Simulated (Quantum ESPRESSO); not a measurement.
Crystal: NaCl.

```xyz
2
Lattice="0.0000 2.7941 2.7941 2.7941 0.0000 2.7941 2.7941 2.7941 0.0000" Properties=species:S:1:pos:R:3 pbc="T T T"
Cl    2.7941    2.7941    2.7941
Na    0.0000    0.0000    0.0000
```

The cell is a database's computed one.

Base run:

- Program: Quantum ESPRESSO 7.5
- Functional: AM05
- Potentials or basis: GBRV 1.5 PBE
- Cutoff: 612 eV
- Density cutoff: 4898 eV
- k mesh: 6 × 6 × 6, shifted
- Occupations: fermi-dirac, width 0.05 eV
- Spin: no spin polarisation

Its results: pressure 1.3 GPa; electronic dielectric tensor (diagonal) 2.54.

The run is repeated on the same cell with these changes: functional from AM05 to LDA; potentials or basis from GBRV 1.5 PBE to GBRV 1.5 LDA. What comes out?

Pressure -1.8 GPa; electronic dielectric tensor (diagonal) 2.62.

Caveats: the potentials were made for another functional, which shifts forces and pressure (some runs).
